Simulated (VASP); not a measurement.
Wanted: the native input for a VASP 6.6.1 run.

```
Task                   : relaxation of cell and atoms
Functional             : PBE
Dispersion             : D3(BJ)
Potentials or basis    : VASP PAW PBE potentials, release 64 (Bi_d)
Cutoff                 : 600 eV
k mesh                 : 14 × 14 × 14
Occupations            : methfessel-paxton, width 0.1 eV
Spin                   : no spin polarisation
Further INCAR settings : ALGO = Normal; EDIFF = 1e-07; IBRION = 2; EDIFFG = -0.005; NSW = 90; ISIF = 3
```

The structure of Bi lies in POSCAR:

```
Bi                                      
1.0
   -1.9585864434      1.9585864434      1.9585864434
    1.9585864434     -1.9585864434      1.9585864434
    1.9585864434      1.9585864434     -1.9585864434
  Bi            
     1
Direct
     0.0000000000000000    0.0000000000000000    0.0000000000000000
```

This isn't the form of Bi at room conditions, which is rhombohedral.

These files were run (other wordings do the same):

INCAR

```
SYSTEM = Bi
ALGO = Normal
EDIFF = 1E-7
EDIFFG = -0.005
ENCUT = 600
GGA = PE
IBRION = 2
ISIF = 3
ISMEAR = 1
IVDW = 12
LASPH = .True.
LCHARG = .False.
LREAL = .False.
LWAVE = .False.
NELM = 80
NSW = 90
PREC = Accurate
SIGMA = 0.1
```

KPOINTS

```
k-points
0
Gamma
  14 14 14
  0 0 0
```

Potentials or basis: VASP PAW PBE potentials, release 64 (Bi_d).

Command:

```console
$ cat potpaw_PBE.64/Bi_d/POTCAR > POTCAR
$ mpirun -np 1 vasp_std > vasp.out
```

Results of the run:

* Pressure after relaxing: 0.0 GPa
* Band gap on the k mesh: none (metal or under the smearing width)
* Dispersion energy per atom: -0.524 eV

Caveat: the relaxation stopped at its first step, so nothing moved; spin-orbit coupling is left out, which moves the levels of the heavy elements; pairwise dispersion overbinds metals, which lowers pressure and volume.

Wall time 12 s on 1 thread of Intel(R) Xeon(R) 6975P-C (Granite Rapids), with other jobs on the host, peak memory 0.19 GiB.
